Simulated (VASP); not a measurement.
Write the native input for VASP 6.6.1 that does the following.

* Task: single point
* Functional: PBE
* Potentials or basis: VASP PAW PBE potentials, release 64 (K_sv, F)
* Cutoff: 520 eV
* k mesh: 8 × 6 × 6
* Occupations: gaussian, width 0.05 eV
* Spin: no spin polarisation
* Dipole correction: no
* Further INCAR settings: ALGO = Fast; EDIFF = 1e-06; NBANDS = 24

The structure of KF lies in POSCAR:

```
KF
1.0
   -3.2589550000      0.0000000000      0.0000000000
    0.0000000000      3.2589550000      3.2589550000
    0.0000000000      3.2589550000     -3.2589550000
K F
2 2
Direct
   -0.0222244411      0.0480023485      0.0304579123
    0.0222244411      0.4519976515      0.4695420877
    0.4657157352      0.4608808165     -0.0075946302
    0.5342842648      0.0391191835      0.5075946302
```

The cell comes from a database or a generator and needn't be the stable form of this composition.

The cell isn't the ideal one: a zone-boundary wave of random shape, sigma 0.1 Å.

The input as run:

INCAR

```
SYSTEM = KF
ALGO = Fast
EDIFF = 1E-6
ENCUT = 520
GGA = PE
ISIF = 2
ISMEAR = 0
LASPH = .True.
LCHARG = .False.
LREAL = .False.
LWAVE = .False.
NBANDS = 24
NELM = 100
PREC = Accurate
SIGMA = 0.05
```

KPOINTS

```
k-points
0
Gamma
  8 6 6
  0 0 0
```

Potentials or basis: VASP PAW PBE potentials, release 64 (K_sv, F).

The run is started by

```console
$ cat potpaw_PBE.64/K_sv/POTCAR potpaw_PBE.64/F/POTCAR > POTCAR
$ mpirun -np 1 vasp_std > vasp.out
```

Results of the run:

```
Pressure               : 3.7 GPa
Largest force          : 1.381 eV/Å
Band gap on the k mesh : 6.26 eV, indirect (least direct gap 6.29 eV)
```

Caveat: forces of over 1 eV/Å show positions far from the minimum, so gaps and moduli don't describe the material at rest.

Wall time 4.6 min on 1 thread of Intel(R) Xeon(R) Platinum 8375C CPU @ 2.90GHz (Ice Lake), with other jobs on the host, peak memory 0.32 GiB.
